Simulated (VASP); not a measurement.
# TePb (Fm-3m) in VASP: a series of runs, part 3 of 3

VASP 6.6.1. The steps go on from the part before.

## 4. Relaxation of cell and atoms, PBE

This run uses another cell than the first one, of 33.73 Å³/atom.

Contents of INCAR:

```
PREC = Accurate
ENCUT = 500
EDIFF = 1E-7
ISMEAR = 0
SIGMA = 0.01
LREAL = F
LASPH = T
NELM = 120
ALGO = Normal
ISIF = 3
LWAVE = F
LCHARG = F
GGA = PE
IBRION = 2
NSW = 80
EDIFFG = -0.03
GGA_COMPAT = F
NELMIN = 4
```

Contents of KPOINTS:

```
Automatic mesh
0
Gamma
  6 6 6
```

Contents of POSCAR:

```
TePb
1.0
    4.5693240000      0.0000000000      0.0000000000
    2.2846620000      3.9571506621      0.0000000000
    2.2846620000      1.3190502207      3.7308374232
Te Pb
1 1
Direct
    0.5000000000      0.5000000000      0.5000000000
    0.0000000000      0.0000000000      0.0000000000
```

Potentials or basis: VASP PAW PBE potentials, release 64 (Te, Pb_d).

Command:

```console
cat potpaw_PBE.64/Te/POTCAR potpaw_PBE.64/Pb_d/POTCAR > POTCAR
mpirun -np 1 vasp_std > vasp.out
```

OUTCAR:

```text
PREC = Accurate
   ENCUT = 500
   EDIFF = 1E-7
   ISMEAR = 0
   LREAL = F
   LASPH = T
   NELM = 120
   ISIF = 3
   GGA = PE
   IBRION = 2
   NSW = 80
   EDIFFG = -0.03
   NELMIN = 4

 ion  position               nearest neighbor table
   1  0.500  0.500  0.500-   2 3.23   2 3.23   2 3.23   2 3.23   2 3.23   2 3.23
   2  0.000  0.000  0.000-   1 3.23   1 3.23   1 3.23   1 3.23   1 3.23   1 3.23

  LATTYP: Found a face centered cubic cell.
 ALAT       =     6.4619999717

  Lattice vectors:

 A1 = (   4.5693240000,   0.0000000000,   0.0000000000)
 A2 = (   2.2846620000,   3.9571506621,   0.0000000000)
 A3 = (   2.2846620000,   1.3190502207,   3.7308374232)

Analysis of symmetry for initial positions (statically):
=====================================================================
 Subroutine PRICEL returns:
 Original cell was already a primitive cell.

 Routine SETGRP: Setting up the symmetry group for a
 face centered cubic supercell.

 Subroutine GETGRP returns: Found 48 space group operations
 (whereof 48 operations were pure point group operations)
 out of a pool of 48 trial point group operations.

The static configuration has the point symmetry O_h .

Analysis of symmetry for dynamics (positions and initial velocities):
=====================================================================
 Subroutine PRICEL returns:
 Original cell was already a primitive cell.

 Routine SETGRP: Setting up the symmetry group for a
 face centered cubic supercell.

 Subroutine GETGRP returns: Found 48 space group operations
 (whereof 48 operations were pure point group operations)
 out of a pool of 48 trial point group operations.

The dynamic configuration has the point symmetry O_h .

 Subroutine INISYM returns: Found 48 space group operations
 (whereof 48 operations are pure point group operations),
 and found     1 'primitive' translations

----------------------------------------------------------------------------------------

                                     Primitive cell

  volume of cell :      67.4591

  direct lattice vectors                    reciprocal lattice vectors
     4.569324000  0.000000000  0.000000000     0.218850753 -0.126353541 -0.089345446
     2.284662000  3.957150662  0.000000000     0.000000000  0.252707083 -0.089345446
     2.284662000  1.319050221  3.730837423     0.000000000  0.000000000  0.268036338

  length of vectors
     4.569324000  4.569324000  4.569324000     0.268036338  0.268036338  0.268036338

  position of ions in fractional coordinates (direct lattice)
     0.500000000  0.500000000  0.500000000
     0.000000000  0.000000000  0.000000000

  ion indices of the primitive-cell ions
   primitive index   ion index
                 1           1
                 2           2

----------------------------------------------------------------------------------------

 KPOINTS: Automatic mesh

Automatic generation of k-mesh.
 Grid dimensions read from file:
 generate k-points for:    6    6    6

 Generating k-lattice:

  Cartesian coordinates                     Fractional coordinates (reciprocal lattice)
     0.036475126 -0.021058924 -0.014890908     0.166666667  0.000000000  0.000000000
     0.000000000  0.042117847 -0.014890908     0.000000000  0.166666667 -0.000000000
     0.000000000  0.000000000  0.044672723     0.000000000  0.000000000  0.166666667

  Length of vectors
     0.044672723  0.044672723  0.044672723

  Shift w.r.t. Gamma in fractional coordinates (k-lattice)
     0.000000000  0.000000000  0.000000000

 Subroutine IBZKPT returns following result:
 ===========================================

 Found     16 irreducible k-points:

 Following reciprocal coordinates:
            Coordinates               Weight
  0.000000  0.000000  0.000000      1.000000
  0.166667  0.000000 -0.000000      8.000000
  0.333333  0.000000 -0.000000      8.000000
  0.500000  0.000000  0.000000      4.000000
  0.166667  0.166667 -0.000000      6.000000
  0.333333  0.166667 -0.000000     24.000000
[... 8 lines left out ...]
 -0.333333  0.333333  0.166667     24.000000
 -0.333333  0.500000  0.166667     12.000000
   k-points           NKPTS =     16   k-points in BZ     NKDIM =     16   number of bands    NBANDS=     14
   number of dos      NEDOS =    301   number of ions     NIONS =      2
   total plane-waves  NPLWV =  46656
   dimension x,y,z NGX =    36 NGY =   36 NGZ =   36
   dimension x,y,z NGXF=    72 NGYF=   72 NGZF=   72
   ions per type =               1   1
   NGX,Y,Z   is equivalent  to a cutoff of  13.10, 13.10, 13.10 a.u.
   NGXF,Y,Z  is equivalent  to a cutoff of  26.20, 26.20, 26.20 a.u.
 SYSTEM =  unknown system
   PREC   = accura    normal or accurate (medium, high low for compatibility)
   ISTART =      0    job   : 0-new  1-cont  2-samecut
   ICHARG =      2    charge: 1-file 2-atom 10-const
   ISPIN  =      1    spin polarized calculation?
   LNONCOLLINEAR =      F non collinear calculations
   LSORBIT =      F    spin-orbit coupling
   LASPH  =      T    aspherical Exc in radial PAW
   ENCUT  =  500.0 eV  36.75 Ry    6.06 a.u.   8.33  8.33  8.33*2*pi/ulx,y,z
   NELM   =    120;   NELMIN=  4; NELMDL= -5     # of ELM steps
   EDIFF  = 0.1E-06   stopping-criterion for ELM
   LREAL  =      F    real-space projection
   EDIFFG = -.3E-01   stopping-criterion for IOM
   NSW    =     80    number of steps for IOM
   IBRION =      2    ionic relax: 0-MD 1-quasi-New 2-CG
   NFREE  =      1    steps in history (QN), initial steepest desc. (CG)
   ISIF   =      3    stress and relaxation
   ISYM   =      2    0-nonsym 1-usesym 2-fastsym
   POTIM  = 0.5000    time-step for ionic-motion
   TEBEG  =    0.0;   TEEND  =   0.0 temperature during run
   PSTRESS=    0.0 pullay stress
   NELECT =      20.0000    total number of electrons
   NUPDOWN=      -1.0000    fix difference up-down
   EMIN   =  10.00;   EMAX   =-10.00  energy-range for DOS
   EFERMI =   0.00;   METHOD = LEGACY
   ISMEAR =     0;   SIGMA  =   0.01  broadening in eV -4-tet -1-fermi 0-gaus
   EFERMI_NEDOS =   21; number of points for ismear=-14 and -15
   IALGO  =     38    algorithm
   IMIX   =      4    mixing-type and parameters
     AMIX     =   0.40;   BMIX     =  1.00
     AMIX_MAG =   1.60;   BMIX_MAG =  1.00
  volume/ion in A,a.u.               =      33.73       227.62
  Fermi-wavevector in a.u.,A,eV,Ry     =   1.091619  2.062861 16.213147  1.191633
  Thomas-Fermi vector in A             =   2.227868
   LORBIT       =      0    0 simple, 1 ext, 2 COOP (PROOUT), +10 PAW based schemes
   GGA     = PE    functional components
   LHFCALC =     F    Hartree Fock is set to
   AEXX    =    0.0000 exact exchange contribution
   IVDW    =     0    specifies the selected vdW correction
   LEPSILON=     F    determine dielectric tensor
   LRPA    =     F    only Hartree local field effects (RPA)
 conjugate gradient relaxation of ions
 non-spin polarized calculation
 Gauss-broadening in eV      SIGMA  =   0.01
  energy-cutoff  :      500.00
  volume of cell :       67.46
 maximum number of plane-waves:      1736
 NGX is ok and might be reduce to    36
   NGX = 17   NGY = 17   NGZ = 17

--------------------------------------- Ionic step        1  -------------------------------------------

 number of electron      20.0000003 magnetization

 Free energy of the ion-electron system (eV)
  ---------------------------------------------------
  ext. energy  EPLUGINS =         0.00000000
  ---------------------------------------------------
  free energy    TOTEN  =        -7.50211875 eV

  energy without entropy =       -7.50211875  energy(sigma->0) =       -7.50211875

------------------------ aborting loop because EDIFF is reached ----------------------------------------

  FORCE on cell =-STRESS in cart. coord.  units (eV):
  Direction    XX          YY          ZZ          XY          YZ          ZX
  --------------------------------------------------------------------------------------
  -------------------------------------------------------------------------------------
  Total        0.8873029      0.8873029      0.8873029      0.0000000      0.0000000      0.0000000
  in kB       21.0737395     21.0737395     21.0737395      0.0000000      0.0000000      0.0000000
  external PRESSURE =      21.0737395 kB  Pullay stress =       0.0000000 kB
[... 57 lines left out ...]
  energy  without entropy=       -7.5214146651  energy(sigma->0) =       -7.52141467

--------------------------------------- Ionic step        3  -------------------------------------------

 number of electron      19.9999999 magnetization

 Free energy of the ion-electron system (eV)
  ---------------------------------------------------
  ext. energy  EPLUGINS =         0.00000000
  ---------------------------------------------------
  free energy    TOTEN  =        -7.52325701 eV

  energy without entropy =       -7.52325701  energy(sigma->0) =       -7.52325701

 E-fermi :   5.0748     XC(G=0):  -9.0832

 val. band max:        5.0041882807   @ k =   0.5000   0.0000   0.0000
 cond. band min:       5.8348775835   @ k =   0.5000   0.0000   0.0000
 fundamental gap:      0.8306893028
 Fermi energy:         5.0748130105

 k-point     1 :       0.0000    0.0000    0.0000
  band No.  band energies     occupation
      1     -11.6404      2.00000
      2     -11.6404      2.00000
      3     -11.6347      2.00000
      4     -11.6347      2.00000
      5     -11.6347      2.00000
      6      -6.6157      2.00000
      7      -0.7045      2.00000
      8       3.8462      2.00000
      9       3.8462      2.00000
     10       3.8462      2.00000
     11       9.0310      0.00000
     12       9.0310      0.00000
     13       9.0310      0.00000
     14      10.9172      0.00000
[... 282 lines left out ...]
  FREE ENERGIE OF THE ION-ELECTRON SYSTEM (eV)
  ---------------------------------------------------
  free  energy   TOTEN  =        -7.5232570122 eV

  energy  without entropy=       -7.5232570122  energy(sigma->0) =       -7.52325701

 reached required accuracy - stopping structural energy minimisation
```

It took 22 s on 1 thread of Intel Xeon 6975P-C (Granite Rapids), shared host; peak memory 0.21 GiB.

Results:

- Free energy: -7.5233 eV
- Relaxed volume: 35.41 Å³/atom
- Relaxed cell: a = 4.644 Å, b = 4.644 Å, c = 4.644 Å, α = 60.00°, β = 60.00°, γ = 60.00°
- Space group after relaxing (to 0.1 Å): Fm-3m (No. 225)
- Energy gained by relaxing: 10.6 meV/atom
- Ionic steps: 3
- Pressure after relaxing: 0.0 GPa
- Band gap on the k mesh: 0.83 eV

The path:
| step | energy change (eV) | largest force (eV/Å) | pressure (GPa) | volume (Å³) |
| --- | --- | --- | --- | --- |
| 1 | 0.0000 | 0.0000 | 2.11 | 67.46 |
| 2 | -0.0193 | 0.0000 | -0.55 | 71.88 |
| 3 | -0.0211 | 0.0000 | 0.01 | 70.82 |

Final structure:
```
Te Pb
1.0
     4.64400    0.00000    0.00000
     2.32200    4.02182    0.00000
     2.32200    1.34061    3.79181
Te Pb
1 1
Cartesian
  4.6440 2.6812 1.8959
  2.3220 1.3406 3.7918
```

Levels at points of the mesh, in eV from the valence-band top:
```
           k point  band 8  band 9  band 10  band 11  band 12  band 13
(0.00, 0.00, 0.00)   -1.16   -1.16    -1.16     4.03     4.03     4.03
(0.50, 0.00, 0.00)   -0.73   -0.73     0.00     0.83     1.39     1.39
(0.50, 0.50, 0.00)   -4.12   -2.52    -2.52     3.51     5.31     5.31
```

Caveat: spin-orbit coupling is left out, which moves the levels of the heavy elements.

## 5. The runs side by side

```csv
task,cell,gap on the mesh (eV),pressure (GPa)
single point,"a = 4.490 Å, angles 60.0°, 2 atoms",0.61,4.9
single point,"a = 4.647 Å, angles 60.0°, 2 atoms",0.83,-0.1
relaxation of cell and atoms,"relaxed from a = 4.569 Å, angles 60.0°, 2 atoms",0.83,0.0
```

Alike in all rows: level PBE; potentials or basis VASP PAW PBE potentials, release 64 (Te, Pb_d); no spin polarisation; k mesh 6 × 6 × 6; cutoff (eV) 500; smearing gaussian 0.01 eV.

Caveats: spin-orbit coupling is left out, which moves the levels of the heavy elements; the cell stands under pressure (at least some runs).

Absolute energies hang on the potentials; compare differences alone.

## 6. Comparison with measurements

Step 3. Against the measured gap of TePb, 0.19 eV (direct; 4.2 K; a printed reference work, monograph), the calculated 0.83 eV is off by +0.64 eV. Spin-orbit coupling on Pb, Te is left out. The value is that of PBE on a finite k mesh, which can miss the band edges, without temperature or zero-point motion.
